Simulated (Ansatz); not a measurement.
**Pb: equation of state with PBEsol**

Pb:

```
CELL_PARAMETERS angstrom
3.48000 0.00000 0.00000
-1.74000 3.01377 0.00000
0.00000 0.00000 5.59000
ATOMIC_POSITIONS crystal
Pb 0.66667 0.33333 0.75000
Pb 0.33333 0.66667 0.25000
```

This isn't the form of Pb at room conditions, which is fcc.

```yaml
Program: Ansatz 0.2.0
Task: equation of state
Functional: PBEsol
Potentials_or_basis: all-electron LAPW, scalar-relativistic
Basis_error_allowed: 0.0005 eV/atom
k_mesh: 9 × 9 × 5
Occupations: fermi-dirac, width 0.05 eV
Spin: no spin polarisation
```

* Equilibrium volume: 29.98 Å³/atom
* Bulk modulus at fixed shape and positions: 45 GPa
* Pressure derivative of the bulk modulus: 5.5

Energy against volume, from the lowest point:
```csv
volume (Å³/atom),energy (meV/atom)
27.555,32.78
28.141,17.98
28.727,7.95
29.314,2.13
29.900,0.00
30.486,1.13
31.073,5.14
```

All runs of the series together: 83 s on 1 thread of Arm Neoverse V2 (shared host).

Caveat: the cell was scaled at fixed shape and fractional positions, which overstates the stiffness of a crystal with free parameters, most of all of layers and chains. The run has no spin-orbit coupling, so splittings on Pb are missing.
